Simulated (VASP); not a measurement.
# AlP (F-43m) in VASP: a series of runs, part 2 of 2

VASP 6.6.1. Earlier steps stand in the parts before.

**6. Single point, PBE**

This run uses another cell than the first one, of 21.46 Å³/atom.

INCAR reads:

```
SYSTEM = AlP
  PREC = Accurate
  ENCUT = 500
  EDIFF = 1E-6
  ISMEAR = -1
  SIGMA = 0.02
  LREAL = .False.
  LASPH = .True.
  NELM = 120
  ALGO = Normal
  ISIF = 2
  LWAVE = .False.
  LCHARG = .True.
  GGA = PE
  LELF = .True.
  LVHAR = .True.
  NBANDS = 11
  GGA_COMPAT = .False.
```

KPOINTS reads:

```
Automatic mesh
0
Gamma
  12 12 12
  0 0 0
```

POSCAR reads:

```
AlP
1.0
    0.0000000000      2.7789547475      2.7789547475
    2.7789547475      0.0000000000      2.7789547475
    2.7789547475      2.7789547475      0.0000000000
P Al
1 1
Direct
    0.7500000000      0.7500000000      0.7500000000
    0.0000000000      0.0000000000      0.0000000000
```

Potentials or basis: VASP PAW PBE potentials, release 64 (P, Al).

Run with:

```console
> cat potpaw_PBE.64/P/POTCAR potpaw_PBE.64/Al/POTCAR > POTCAR
> mpirun -np 1 vasp_std > vasp.out
```

OUTCAR:

```text
SYSTEM = AlP
   PREC = Accurate
   ENCUT = 500
   EDIFF = 1E-6
   ISMEAR = -1
   LREAL = .False.
   LASPH = .True.
   NELM = 120
   ISIF = 2
   GGA = PE

 ion  position               nearest neighbor table
   1  0.750  0.750  0.750-   2 2.41   2 2.41   2 2.41   2 2.41
   2  0.000  0.000  0.000-   1 2.41   1 2.41   1 2.41   1 2.41

  LATTYP: Found a face centered cubic cell.
 ALAT       =     5.5579094950

  Lattice vectors:

 A1 = (   0.0000000000,   2.7789547475,   2.7789547475)
 A2 = (   2.7789547475,   0.0000000000,   2.7789547475)
 A3 = (   2.7789547475,   2.7789547475,   0.0000000000)

Analysis of symmetry for initial positions (statically):
=====================================================================
 Subroutine PRICEL returns:
 Original cell was already a primitive cell.

 Routine SETGRP: Setting up the symmetry group for a
 face centered cubic supercell.

 Subroutine GETGRP returns: Found 24 space group operations
 (whereof 24 operations were pure point group operations)
 out of a pool of 48 trial point group operations.

The static configuration has the point symmetry T_d .

Analysis of symmetry for dynamics (positions and initial velocities):
=====================================================================
 Subroutine PRICEL returns:
 Original cell was already a primitive cell.

 Routine SETGRP: Setting up the symmetry group for a
 face centered cubic supercell.

 Subroutine GETGRP returns: Found 24 space group operations
 (whereof 24 operations were pure point group operations)
 out of a pool of 48 trial point group operations.

The dynamic configuration has the point symmetry T_d .

 Subroutine INISYM returns: Found 24 space group operations
 (whereof 24 operations are pure point group operations),
 and found     1 'primitive' translations

----------------------------------------------------------------------------------------

                                     Primitive cell

  volume of cell :      42.9215
[... 111 lines left out ...]
  Fermi-wavevector in a.u.,A,eV,Ry     =   0.935147  1.767172 11.898301  0.874500
  Thomas-Fermi vector in A             =   2.062025
   LORBIT       =      0    0 simple, 1 ext, 2 COOP (PROOUT), +10 PAW based schemes
   GGA     = PE    functional components
   LHFCALC =     F    Hartree Fock is set to
   AEXX    =    0.0000 exact exchange contribution
   IVDW    =     0    specifies the selected vdW correction
   LEPSILON=     F    determine dielectric tensor
   LRPA    =     F    only Hartree local field effects (RPA)
 non-spin polarized calculation
  energy-cutoff  :      500.00
  volume of cell :       42.92
 maximum number of plane-waves:      1113
 NGX is ok and might be reduce to    30
   NGX = 15   NGY = 15   NGZ = 15

 number of electron       8.0000000 magnetization

 Free energy of the ion-electron system (eV)
  ---------------------------------------------------
  ext. energy  EPLUGINS =         0.00000000
  ---------------------------------------------------
  free energy    TOTEN  =       -10.36932750 eV

  energy without entropy =      -10.36932750  energy(sigma->0) =      -10.36932750

 E-fermi :   4.5086     XC(G=0):  -9.0035

 val. band max:        4.1032272905   @ k =   0.0000   0.0000   0.0000
 cond. band min:       5.7837249843   @ k =   0.5000   0.5000   0.0000
 fundamental gap:      1.6804976939
 Fermi energy:         4.5085753033

 k-point     1 :       0.0000    0.0000    0.0000
  band No.  band energies     occupation
      1      -7.1045      2.00000
      2       4.1032      2.00000
      3       4.1032      2.00000
      4       4.1032      2.00000
      5       6.9576      0.00000
      6       8.5896      0.00000
      7       8.5896      0.00000
      8       8.5896      0.00000
      9      12.8763      0.00000
     10      12.8763      0.00000
     11      14.0300      0.00000
[... 309 lines left out ...]
 k-point    24 :      -0.4167    0.1667    0.0000
  band No.  band energies     occupation
      1      -5.3934      2.00000
      2      -0.9537      2.00000
      3       2.0156      2.00000
      4       3.1019      2.00000
      5       7.4791      0.00000
      6       9.0286      0.00000
      7       9.7802      0.00000
      8      12.1609      0.00000
      9      13.8818      0.00000
     10      13.9559      0.00000
     11      15.9918      0.00000

 [... further k-points ...]
[... 5 lines left out ...]
  --------------------------------------------------------------------------------------
  -------------------------------------------------------------------------------------
  Total       -0.5914268     -0.5914268     -0.5914268      0.0000000      0.0000000      0.0000000
  in kB      -22.0768533    -22.0768533    -22.0768533      0.0000000      0.0000000      0.0000000
  external PRESSURE =     -22.0768533 kB  Pullay stress =       0.0000000 kB

 VOLUME and BASIS-vectors are now :
 -----------------------------------------------------------------------------
  energy-cutoff  :      500.00
  volume of cell :       42.92
      direct lattice vectors                 reciprocal lattice vectors
     0.000000000  2.778954747  2.778954747    -0.179923765  0.179923765  0.179923765
     2.778954747  0.000000000  2.778954747     0.179923765 -0.179923765  0.179923765
     2.778954747  2.778954747  0.000000000     0.179923765  0.179923765 -0.179923765

 POSITION                                       TOTAL-FORCE (eV/Angst)
 -----------------------------------------------------------------------------------
      4.16843      4.16843      4.16843        -0.000000     -0.000000     -0.000000
      0.00000      0.00000      0.00000         0.000000      0.000000      0.000000
 -----------------------------------------------------------------------------------
    total drift:                                0.000000      0.000000      0.000000

  FREE ENERGIE OF THE ION-ELECTRON SYSTEM (eV)
  ---------------------------------------------------
  free  energy   TOTEN  =       -10.3693275029 eV

  energy  without entropy=      -10.3693275029  energy(sigma->0) =      -10.36932750
```

stdout:

```text
POSCAR found type information on POSCAR P Al
 POSCAR found :  2 types and       2 ions
 scaLAPACK will be used
 LDA part: xc-table for (Slater+PW92), standard interpolation
 POSCAR, INCAR and KPOINTS ok, starting setup
 FFT: planning ... GRIDC
 FFT: planning ... GRID_SOFT
 FFT: planning ... GRID
 WAVECAR not read
 entering main loop
```

It took 29 s on 1 thread of Intel Xeon 8259CL, shared host; peak memory 0.18 GiB.

What came out:

```yaml
Free_energy: -10.3693 eV
Pressure: -2.2 GPa
Band_gap_on_the_k_mesh: 1.68 eV (least direct gap 2.85 eV)
```

A k mesh can miss the band edges.

**7. Overview**

```csv
cell,gap on the mesh (eV),pressure (GPa)
"a = 3.776 Å, angles 60.0°, 2 atoms",1.44,9.2
"a = 3.816 Å, angles 60.0°, 2 atoms",1.51,5.7
"a = 3.854 Å, angles 60.0°, 2 atoms",1.57,2.6
"a = 3.893 Å, angles 60.0°, 2 atoms",1.63,0.0
"a = 3.930 Å, angles 60.0°, 2 atoms",1.68,-2.2
```

Alike in all rows: task single point; level PBE; potentials or basis VASP PAW PBE potentials, release 64 (P, Al); no spin polarisation; k mesh 12 × 12 × 12; cutoff (eV) 500; smearing fermi-dirac 0.02 eV.

Caveats: the cell stands under pressure (at least some runs).

Total energies depend on the potentials used, so only differences within one code and one set of settings carry meaning.

**8. Against experiment**

Step 5. Against the measured gap of AlP, 2.505 eV (indirect; 4.2 K; a printed reference work, data compilation), the calculated 1.63 eV is off by -0.88 eV. The value is that of PBE on a finite k mesh, which can miss the band edges, without temperature or zero-point motion. Semilocal functionals fall short of measured gaps as a rule.
